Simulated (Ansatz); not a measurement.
# Cl started at a second open point in rocksalt RbCl, 65 atoms, charge +1

All numbers come from Ansatz (PAW, plane waves, no spin–orbit coupling) at the single k point (¼, ¼, ¼) without its symmetry partners. The atoms were relaxed with PBEsol in a fixed cell; other functionals are single points on those atoms unless said otherwise. The valence top and gap of the host come from the perfect supercell at Γ, which can miss a band edge that doesn't fold there, PBEsol gap 4.89 eV, HSE06 gap 6.35 eV. The charge correction uses an assumed dielectric constant of 4.9.

Cell: a = 13.093 Å, b = 13.093 Å, c = 13.093 Å, α = 90.00°, β = 90.00°, γ = 90.00°.

Nearest atoms after relaxation, from the placed atom (for vacancies from the middle of the vacant sites): Cl at 2.27 Å, Cl at 2.27 Å, Rb at 3.00 Å, Rb at 3.00 Å.

Chemical potentials μ are those of reference phases of the elements at zero temperature by the same functional (the usual solids, diamond for C, grey Sn, and the molecules H2, N2, O2, F2, Cl2, Br2 and S8).

```csv
functional,E(defect) − E(host) − Σ nμ + q·E_VBM (eV),monopole (eV),alignment (eV),formation energy at E_F = VBM (eV),moment (μB),"wall time, shared host"
PBEsol,-0.53,0.32,0.04,-0.17,0 (no spin),10 s on NVIDIA GB300 (relaxation)
HSE06,-0.71,0.32,0.04,-0.35,0 (no spin),42 s on NVIDIA GB300
```

(1) How does the monopole term follow by hand for this cubic cell?

HSE06 one-electron levels near the gap (the ten most localised at most), from the host's valence top, not corrected for the charge's images:

```csv
level (eV),spin,filling,atoms sharing it,element of the atom with most weight
-0.02,both,2.00,18.2,Cl
-0.01,both,2.00,15.5,Cl
0.00,both,2.00,15.7,Cl
0.01,both,2.00,16.2,Cl
0.02,both,2.00,15.1,Cl
0.03,both,2.00,15.1,Cl
0.03,both,2.00,19.3,Cl
0.07,both,2.00,17.1,Cl
0.08,both,2.00,18.2,Cl
3.45,both,0.00,3.2,Cl
```

All elements are taken at their own reference at once; growth conditions in equilibrium with the host shift these energies, by up to the host's formation enthalpy.

One k point and a cell of this size can leave errors of several tenths of an eV in such numbers.

Results:

(1) q²·α·e²/(4πε₀)/(2εL) with the Madelung constant α = 2.837 and e²/4πε₀ = 14.40 eV·Å: 1 × 2.837 × 14.40 / (2 × 4.9 × 13.093) = 0.32 eV.
